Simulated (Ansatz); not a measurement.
Crystal: TiO2.

```
Ti O
1.0
     4.59984    0.00000    0.00000
     0.00000    4.59984    0.00000
     0.00000    0.00000    2.95921
Ti O
2 4
Cartesian
  0.0000 0.0000 1.4796
  2.2999 2.2999 0.0000
  1.3998 1.3998 1.4796
  0.9001 3.6997 0.0000
  3.6997 0.9001 0.0000
  3.2000 3.2000 1.4796
```

The cell is a database's computed one.

| Item | Value |
| --- | --- |
| Program | Ansatz 0.2.0 |
| Task | relaxation of cell and atoms |
| Functional | PBE |
| Potentials or basis | Ansatz PAW |
| Cutoff | 420 eV (not typed: the program's choice for these potentials) |
| k mesh | 6 × 6 × 9 |
| Occupations | fermi-dirac, width 0.05 eV |
| Spin | no spin polarisation |
| Hubbard terms | Ti d U = 3 eV |

At the start: volume 10.44 Å³/atom.

Q: Where does the relaxation end?

A: It ends after 8 steps and the volume is 10.75 Å³/atom (+3.0 %); space group P4_2/mnm (No. 136, to 0.05 Å).

The path:
```
step  energy change (eV)  largest force (eV/Å)  volume (Å³)
   1              0.0000                0.0120        62.61
   2             -0.0304                0.0134        63.90
   3             -0.0310                0.0337        64.41
   4             -0.0310                0.0126        64.42
   5             -0.0310                0.0004        64.43
   6             -0.0407                0.0006        64.43
   7             -0.0404                0.0001        64.50
   8             -0.0407                0.0000        64.50
```

Final structure:
```yaml
crystal:
  lattice:
    - [4.64091, 0.00000, 0.00000]
    - [0.00000, 4.64091, 0.00000]
    - [0.00000, 0.00000, 2.99481]
  atoms:
    - { symbol: Ti, position: [0.00000, 0.00000, 0.50000] }
    - { symbol: Ti, position: [0.50000, 0.50000, 0.00000] }
    - { symbol: O, position: [0.30551, 0.30551, 0.50000] }
    - { symbol: O, position: [0.19449, 0.80551, 0.00000] }
    - { symbol: O, position: [0.80551, 0.19449, 0.00000] }
    - { symbol: O, position: [0.69449, 0.69449, 0.50000] }
```

Caveat: the plane-wave basis is chosen anew once the cell has moved, so the energies of steps on either side of that aren't comparable; the pressure holds a Pulay correction of +0.7 GPa for the finite cutoff.
